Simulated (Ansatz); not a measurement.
# Relaxing Si2W

These are results of DFT PBE, scalar-relativistic, plane waves, PAW (Ansatz 0.2.0), not measurements. Cutoff 420 eV, Γ-centred k mesh, Gaussian smearing, no spin polarisation in the final step.

The start puts Si2W on the CaCl2 structure type (Pnnm, No. 58), with W in place of Ca, Si in place of Cl, at a guessed volume.

```yaml
crystal:
  lattice:
    - [4.94974, 0.00000, 0.00000]
    - [0.00000, 5.10045, 0.00000]
    - [0.00000, 0.00000, 3.33155]
  atoms:
    - { symbol: Si, position: [0.22500, 0.82500, 0.50000] }
    - { symbol: Si, position: [0.72500, 0.67500, 0.00000] }
    - { symbol: Si, position: [0.77500, 0.17500, 0.50000] }
    - { symbol: Si, position: [0.27500, 0.32500, 0.00000] }
    - { symbol: W, position: [0.50000, 0.50000, 0.50000] }
    - { symbol: W, position: [0.00000, 0.00000, 0.00000] }
```

Steps on the 4×4×6 mesh (6 atoms). 12 of 15 steps are shown, and the free energy counts from the last. Trial steps that were taken back and renewals of the plane-wave basis can be among the rows.

```
step  ΔF (meV/atom) V (Å³/atom) P (GPa) largest force component (eV/Å)
   1         1692.9        14.02    81.23                           1.579
   2          935.2        16.01    41.10                           0.922
   4          437.4        18.97     7.38                           0.157
   5          354.6        19.30     4.29                           0.324
   6          282.5        19.60     0.84                           0.575
   7          195.9        19.49    -0.23                           0.214
   9           75.8        18.78     2.26                           0.045
  10           66.3        19.13    -0.19                           0.011
  11           65.4        19.10     0.00                           0.008
  12            9.3        19.10     3.33                           0.011
  14            0.1        19.56     0.17                           0.004
  15            0.0        19.56     0.17                           0.004
```

A final relaxation ran on a 6×6×14 mesh. The relaxed crystal, Pnnm (No. 58):

```cif
data_structure
_symmetry_space_group_name_H-M 'Pnnm'
_symmetry_Int_Tables_number 58
_cell_length_a 6.4390
_cell_length_b 6.6572
_cell_length_c 2.7277
_cell_angle_alpha 90.000
_cell_angle_beta 90.000
_cell_angle_gamma 90.000
_cell_volume 116.93
loop_
_atom_site_label
_atom_site_type_symbol
_atom_site_symmetry_multiplicity
_atom_site_Wyckoff_symbol
_atom_site_fract_x
_atom_site_fract_y
_atom_site_fract_z
_atom_site_occupancy
Si1 Si 4 g 0.22994 0.77092 0.50000 1
W1 W 2 a 0.50000 0.50000 0.50000 1
```

For Si2W, the volume per atom is 19.49 Å³. The density is 6.82 g/cm³ and the energy over the elements is 0.42 eV/atom. The gap on the 6×6×14 mesh is 0 eV (a metal).

Formation energies are uncorrected and refer to the elements' standard structures at the same level.

The final run used a 6×6×14 mesh on its 6-atom cell and 0.10 eV smearing. For metals, differences of a few meV/atom aren't resolved. Spin–orbit coupling is left out.

A structure relaxed within its symmetry needn't be a true minimum.

Cost: 3 runs of about 6.4 core-minutes in all, on Intel Xeon Platinum 8259CL (Skylake/Cascade Lake) (shared hosts).